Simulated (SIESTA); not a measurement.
# MnS under changes of volume

One of the cells (18.021 Å³/atom); the others are scaled copies at fixed shape and fractional positions:

```
Mn S
1.0
     0.00000    2.62175    2.62175
     2.62175    0.00000    2.62175
     2.62175    2.62175    0.00000
Mn S
1 1
Direct
  0.00000 0.00000 0.00000
  0.50000 0.50000 0.50000
```

* Program: SIESTA 5.4.2
* Functional: PBE
* Potentials or basis: PseudoDojo 0.4 standard (PBE files)
* Basis: DZP (energy shift 0.002 Ry)
* Grid cutoff: 800 Ry
* Energy shift: 0.002 Ry
* k mesh: 9 × 9 × 9
* Occupations: fermi-dirac, width 0.05 eV
* Spin: collinear spin, ferromagnetic start
* Starting moments: [4.0, 0.0] μB

| volume (Å³/atom) | energy over the lowest point (meV/atom) | pressure (GPa) | moment (μB per cell) |
| --- | --- | --- | --- |
| 16.607 | ? | ? | ? |
| 16.961 | 0.76 | 1.0 | 4.68 |
| 17.314 | 0.00 | -0.4 | 4.73 |
| 18.021 | 6.18 | -2.5 | 4.82 |
| 18.374 | 12.83 | -3.6 | 4.85 |
| 18.727 | 21.70 | -4.5 | 4.88 |

Q: What does the run at 16.607 Å³/atom give?

A: Energy over the lowest point 4.71 meV/atom; pressure 2.3 GPa; moment 4.63 μB per cell.

Worked out: A Birch-Murnaghan fit of order 3 (a polynomial in V^(-2/3)) to the other rows has its minimum at 17.24 Å³/atom with B0 = V·E''(V) = 58 GPa (rough, since the energies scatter). It gives 4.27 meV/atom at 16.607 Å³/atom, against the run's 4.71, and -dE/dV = 2.2 GPa, against 2.3. A parabola through the other rows of the moment, of slope 0.174 μB per Å³/atom there, extrapolates to 4.62 μB, against the run's 4.63.

Energies are extrapolated to zero smearing.

Caveats: semicore shells carry a single zeta, which can move pressures by several GPa and volumes by a few percent; the basis of atomic orbitals isn't converged, which shifts pressures, moduli and gaps; a cell with one magnetic atom can't hold antiferromagnetic order, which such compounds often take.
